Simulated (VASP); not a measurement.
# Pd (Im-3m) in VASP: further runs

One crystal, Pd, is run at these levels: PBE; tasks: single point.

All numbers are computed with VASP 6.6.1; they aren't measurements. Logs are shortened: lines on timing, memory, paths and dates and some standing lists are left out, and cuts for length are marked.

## 1. The crystal as given

It takes space group Im-3m (No. 229, cubic). Conventional cell: a = 3.145 Å, b = 3.145 Å, c = 3.145 Å, α = 90.00°, β = 90.00°, γ = 90.00°. Around Pd (site symmetry m-3m) lie 8 Pd at 2.72 Å.

This isn't the form of Pd at room conditions, which is fcc.

## 2. Single point, PBE

The input, INCAR:

```
SYSTEM = Pd
PREC = Accurate ; ENCUT = 400
EDIFF = 1E-6 ; ISMEAR = 0
SIGMA = 0.1 ; LREAL = .FALSE.
LASPH = .TRUE. ; NELM = 100
ALGO = Normal ; ISIF = 2
LWAVE = .FALSE. ; LCHARG = .FALSE.
GGA = PE ; ADDGRID = .FALSE.
```

The input, KPOINTS:

```
Automatic mesh
0
G
  11 11 11
  0 0 0
```

The input, POSCAR:

```
Pd
1.0
   -1.5722810000      1.5722810000      1.5722810000
    1.5722810000     -1.5722810000      1.5722810000
    1.5722810000      1.5722810000     -1.5722810000
Pd
1
Direct
    0.0000000000      0.0000000000      0.0000000000
```

Potentials or basis: VASP PAW PBE potentials, release 64 (Pd).

On the command line:

```
cat potpaw_PBE.64/Pd/POTCAR > POTCAR
mpirun -np 1 vasp_std > vasp.out
```

OUTCAR:

```text
SYSTEM = Pd
   PREC = Accurate
   ENCUT = 400
   EDIFF = 1E-6
   ISMEAR = 0
   LREAL = .FALSE.
   LASPH = .TRUE.
   NELM = 100
   ISIF = 2
   GGA = PE

 Found     56 irreducible k-points:

 Following reciprocal coordinates:
            Coordinates               Weight
  0.000000  0.000000  0.000000      1.000000
  0.090909  0.000000  0.000000     12.000000
  0.181818  0.000000  0.000000     12.000000
  0.272727  0.000000  0.000000     12.000000
  0.363636  0.000000  0.000000     12.000000
  0.454545  0.000000  0.000000     12.000000
   k-points           NKPTS =     56   k-points in BZ     NKDIM =     56   number of bands    NBANDS=      9
   number of dos      NEDOS =    301   number of ions     NIONS =      1
   total plane-waves  NPLWV =   5832
   dimension x,y,z NGX =    18 NGY =   18 NGZ =   18
   dimension x,y,z NGXF=    36 NGYF=   36 NGZF=   36
   ions per type =               1
   NGX,Y,Z   is equivalent  to a cutoff of  10.99, 10.99, 10.99 a.u.
   NGXF,Y,Z  is equivalent  to a cutoff of  21.98, 21.98, 21.98 a.u.
 SYSTEM =  Pd
   PREC   = accura    normal or accurate (medium, high low for compatibility)
   ISTART =      0    job   : 0-new  1-cont  2-samecut
   ICHARG =      2    charge: 1-file 2-atom 10-const
   ISPIN  =      1    spin polarized calculation?
   LNONCOLLINEAR =      F non collinear calculations
   LSORBIT =      F    spin-orbit coupling
   LASPH  =      T    aspherical Exc in radial PAW
   ENCUT  =  400.0 eV  29.40 Ry    5.42 a.u.   4.44  4.44  4.44*2*pi/ulx,y,z
   NELM   =    100;   NELMIN=  2; NELMDL= -5     # of ELM steps
   EDIFF  = 0.1E-05   stopping-criterion for ELM
   LREAL  =      F    real-space projection
   EDIFFG = 0.1E-04   stopping-criterion for IOM
   NSW    =      0    number of steps for IOM
   IBRION =     -1    ionic relax: 0-MD 1-quasi-New 2-CG
   NFREE  =      0    steps in history (QN), initial steepest desc. (CG)
   ISIF   =      2    stress and relaxation
   ISYM   =      2    0-nonsym 1-usesym 2-fastsym
   POTIM  = 0.5000    time-step for ionic-motion
   TEBEG  =    0.0;   TEEND  =   0.0 temperature during run
   PSTRESS=    0.0 pullay stress
   NELECT =      10.0000    total number of electrons
   NUPDOWN=      -1.0000    fix difference up-down
   EMIN   =  10.00;   EMAX   =-10.00  energy-range for DOS
   EFERMI =   0.00;   METHOD = LEGACY
   ISMEAR =     0;   SIGMA  =   0.10  broadening in eV -4-tet -1-fermi 0-gaus
   EFERMI_NEDOS =   21; number of points for ismear=-14 and -15
   IALGO  =     38    algorithm
   IMIX   =      4    mixing-type and parameters
     AMIX     =   0.40;   BMIX     =  1.00
     AMIX_MAG =   1.60;   BMIX_MAG =  1.00
  volume/ion in A,a.u.               =      15.55       104.92
  Fermi-wavevector in a.u.,A,eV,Ry     =   1.413160  2.670485 27.171123  1.997021
  Thomas-Fermi vector in A             =   2.534834
   LORBIT       =      0    0 simple, 1 ext, 2 COOP (PROOUT), +10 PAW based schemes
   GGA     = PE    functional components
   LHFCALC =     F    Hartree Fock is set to
   AEXX    =    0.0000 exact exchange contribution
   IVDW    =     0    specifies the selected vdW correction
   LEPSILON=     F    determine dielectric tensor
   LRPA    =     F    only Hartree local field effects (RPA)
 non-spin polarized calculation
 Gauss-broadening in eV      SIGMA  =   0.10
  energy-cutoff  :      400.00
  volume of cell :       15.55
 maximum number of plane-waves:       321
 NGX is ok and might be reduce to    18
   NGX =  9   NGY =  9   NGZ =  9

 number of electron      10.0000008 magnetization

 Free energy of the ion-electron system (eV)
  ---------------------------------------------------
  ext. energy  EPLUGINS =         0.00000000
  ---------------------------------------------------
  free energy    TOTEN  =        -5.16705166 eV

  energy without entropy =       -5.15827369  energy(sigma->0) =       -5.16266268

 E-fermi :   8.9205     XC(G=0): -12.8522

 val. band max:        8.8738866944   @ k =  -0.3636   0.4545   0.2727
 cond. band min:       8.9225818397   @ k =   0.4545   0.0909  -0.0000
 fundamental gap:      0.0486951454
 Fermi energy:         8.9205475434

 k-point     1 :       0.0000    0.0000    0.0000
  band No.  band energies     occupation
      1       2.1892      2.00000
      2       6.1999      2.00000
      3       6.1999      2.00000
      4       6.1999      2.00000
      5       8.0414      2.00000
      6       8.0414      2.00000
      7      28.1926      0.00000
      8      28.1926      0.00000
      9      28.1926      0.00000

 k-point     2 :       0.0909    0.0000    0.0000
  band No.  band energies     occupation
      1       2.4894      2.00000
      2       6.1031      2.00000
      3       6.2041      2.00000
      4       6.4089      2.00000
      5       7.9337      2.00000
      6       8.0497      2.00000
      7      27.9053      0.00000
      8      28.1938      0.00000
      9      28.5379      0.00000

 k-point     3 :       0.1818    0.0000    0.0000
  band No.  band energies     occupation
      1       3.2864      2.00000
      2       5.8509      2.00000
      3       6.2312      2.00000
      4       7.0002      2.00000
      5       7.7641      2.00000
      6       8.0776      2.00000
      7      26.2752      0.00000
      8      27.5926      0.00000
      9      29.4713      0.00000

 k-point     4 :       0.2727    0.0000    0.0000
  band No.  band energies     occupation
      1       4.0604      2.00000
      2       5.5384      2.00000
      3       6.6793      2.00000
      4       7.7608      2.00000
      5       7.8622      2.00000
      6       8.1315      2.00000
      7      23.1152      0.00000
      8      26.1477      0.00000
      9      30.2324      0.00000

 k-point     5 :       0.3636    0.0000    0.0000
  band No.  band energies     occupation
      1       4.1649      2.00000
      2       5.2668      2.00000
      3       7.8108      2.00000
      4       8.1989      2.00000
      5       8.2796      2.00000
      6       8.7736      1.96236
      7      19.6528      0.00000
      8      24.7987      0.00000
      9      27.8507      0.00000

 k-point     6 :       0.4545    0.0000    0.0000
  band No.  band energies     occupation
      1       4.0413      2.00000
      2       5.1118      2.00000
      3       7.9549      2.00000
      4       8.2483      2.00000
      5       9.3922      0.00000
      6      10.0582      0.00000
      7      16.9326      0.00000
      8      24.0425      0.00000
      9      26.4694      0.00000

 [... further k-points ...]

------------------------ aborting loop because EDIFF is reached ----------------------------------------

  FORCE on cell =-STRESS in cart. coord.  units (eV):
  Direction    XX          YY          ZZ          XY          YZ          ZX
  --------------------------------------------------------------------------------------
  -------------------------------------------------------------------------------------
  Total       -0.1510123     -0.1510123     -0.1510123      0.0000000      0.0000000     -0.0000000
  in kB      -15.5622465    -15.5622465    -15.5622465      0.0000000      0.0000000     -0.0000000
  external PRESSURE =     -15.5622465 kB  Pullay stress =       0.0000000 kB

 VOLUME and BASIS-vectors are now :
 -----------------------------------------------------------------------------
  energy-cutoff  :      400.00
  volume of cell :       15.55
      direct lattice vectors                 reciprocal lattice vectors
    -1.572281000  1.572281000  1.572281000     0.000000000  0.318009313  0.318009313
     1.572281000 -1.572281000  1.572281000     0.318009313  0.000000000  0.318009313
     1.572281000  1.572281000 -1.572281000     0.318009313  0.318009313  0.000000000

 POSITION                                       TOTAL-FORCE (eV/Angst)
 -----------------------------------------------------------------------------------
      0.00000      0.00000      0.00000        -0.000000     -0.000000     -0.000000
 -----------------------------------------------------------------------------------
    total drift:                               -0.000000      0.000000      0.000000

  FREE ENERGIE OF THE ION-ELECTRON SYSTEM (eV)
  ---------------------------------------------------
  free  energy   TOTEN  =        -5.1670516589 eV

  energy  without entropy=       -5.1582736925  energy(sigma->0) =       -5.16266268
```

OSZICAR:

```text
N       E                     dE             d eps       ncg     rms          rms(c)
DAV:   1     0.311478896882E+02    0.31148E+02   -0.44895E+03  1032   0.824E+02
DAV:   2    -0.515004327555E+01   -0.36298E+02   -0.34741E+02  1080   0.171E+02
DAV:   3    -0.541124057226E+01   -0.26120E+00   -0.26066E+00  1179   0.171E+01
DAV:   4    -0.541268673147E+01   -0.14462E-02   -0.14460E-02  1116   0.119E+00
DAV:   5    -0.541270789888E+01   -0.21167E-04   -0.21167E-04  1217   0.126E-01    0.658E+00
DAV:   6    -0.517772936017E+01    0.23498E+00   -0.11291E+00  1028   0.979E+00    0.324E+00
DAV:   7    -0.516994430293E+01    0.77851E-02   -0.55197E-03  1108   0.661E-01    0.175E+00
DAV:   8    -0.516704623077E+01    0.28981E-02   -0.93636E-04  1068   0.261E-01    0.470E-02
DAV:   9    -0.516704806984E+01   -0.18391E-05   -0.64817E-06  1156   0.255E-02    0.980E-03
DAV:  10    -0.516705186024E+01   -0.37904E-05   -0.14600E-06  1089   0.137E-02    0.254E-03
DAV:  11    -0.516705165891E+01    0.20133E-06   -0.10743E-08   532   0.950E-04
   1 F= -.51670517E+01 E0= -.51626627E+01  d E =-.877797E-02
```

Run time: 7.5 s. Hardware: 1 thread of Intel Xeon Platinum 8375C at 2.90GHz (Ice Lake), shared host; peak memory 0.11 GiB.

These settings aren't checked as converged: the numbers below hold their error.

Results:

| Quantity | Value |
| --- | --- |
| Free energy | -5.1671 eV |
| Pressure | -1.6 GPa |
| Band gap on the k mesh | none (metal or under the smearing width) |

## 3. Single point, PBE

INCAR is that of step 2.

KPOINTS is that of step 2.

The input, POSCAR:

```
Pd
1.0
   -1.5345420000      1.5703810000      1.5719130000
    1.5565800000     -1.5514420000      1.5750130000
    1.5718420000      1.5887420000     -1.5529740000
Pd
1
Direct
    0.0275280000      0.0634310000      0.0341390000
```

Potentials or basis: VASP PAW PBE potentials, release 64 (Pd).

On the command line:

```
cat potpaw_PBE.64/Pd/POTCAR > POTCAR
mpirun -np 1 vasp_std > vasp.out
```

Run time: 40 s. Hardware: 1 thread of Intel Xeon Platinum 8375C at 2.90GHz (Ice Lake), shared host; peak memory 0.18 GiB.

These settings aren't checked as converged: the numbers below hold their error.

Results:

```
Free energy            : -5.1637 eV
Pressure               : -1.5 GPa
Band gap on the k mesh : none (metal or under the smearing width)
```

## 4. The reference run

An earlier run on the cell as given: functional PBEsol; potentials or basis VASP PAW PBE potentials, release 64 (Pd); cutoff 520 eV; k mesh 12 × 12 × 12; occupations fermi-dirac, width 0.05 eV; no spin polarisation.

- Pressure: -10.3 GPa
- Band gap on the k mesh: none (metal or under the smearing width)
